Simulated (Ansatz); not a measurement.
# Sn: the cost of one run

Computed with Ansatz 0.2.0 (DFT PBEsol, scalar-relativistic, plane waves, PAW, unless a step's input says otherwise).

### Step 1. The structure to begin with

Symmetry: Immm, No. 71, orthorhombic system. The conventional cell has a = 3.453 Å, b = 3.551 Å, c = 4.677 Å, α = 90.00°, β = 90.00°, γ = 90.00°. Sn (site symmetry mmm) is surrounded by 12 Sn at 3.41 to 3.55 Å.

Coordinates:

```
Sn
1.0
    -1.72654    1.77555    2.33834
     1.72654   -1.77555    2.33834
     1.72654    1.77555   -2.33834
Sn
1
Direct
  0.00000 0.00000 0.00000
```

It goes back to an entry of the Materials Project, which need not be the stable form.

The cell is taken as given, not relaxed at this level.

### Step 2. Zero of energy

The reference gives a free energy of -5949.7317 eV, pressure -3.57 GPa, largest force 0.000 eV/Å and gap on the mesh none (metal). It was computed beforehand with the settings of the runs below.

### Step 3. The scan: energy and stress against strain

The cell is strained by ε times the Voigt pattern (0, 0, 0, 0, 0, 1) (xx, yy, zz, yz, xz, xy; engineering shear), with fractional coordinates fixed (clamped ions). The stress on the pattern is the sum of the stress components weighted by it, tension positive.

### Step 4. Point ε = -0.1000

File input.yaml:

```yaml
crystal:
  lattice:
    - [-1.81531635, 1.86187395, 2.338342]
    - [1.81531635, -1.86187395, 2.338342]
    - [1.63776165, 1.68922005, -2.338342]
  atoms:
    - { symbol: Sn, position: [0.0, 0.0, 0.0] }
basis:
  ecutwfc: 420
kpoints:
  mp_grid: { grid: [20, 20, 20] }
hamiltonian:
  xc: pbesol
scf:
  occupations: { method: gaussian, width: 0.15 }
output:
  forces: true
  stress: true
  eigenvalues: true
```

The run is started by

```bash
$ ansatz run input.yaml --threads 1 --pin off --max-ram 2560MiB --backend cpu --events-out ev --progress --plain --runs-dir out
```

Q: Estimate wall time and peak memory on 1 thread of Intel Xeon at 2.50GHz (Skylake/Cascade Lake), shared host.

About 51 s, with a peak of 0.91 GiB.
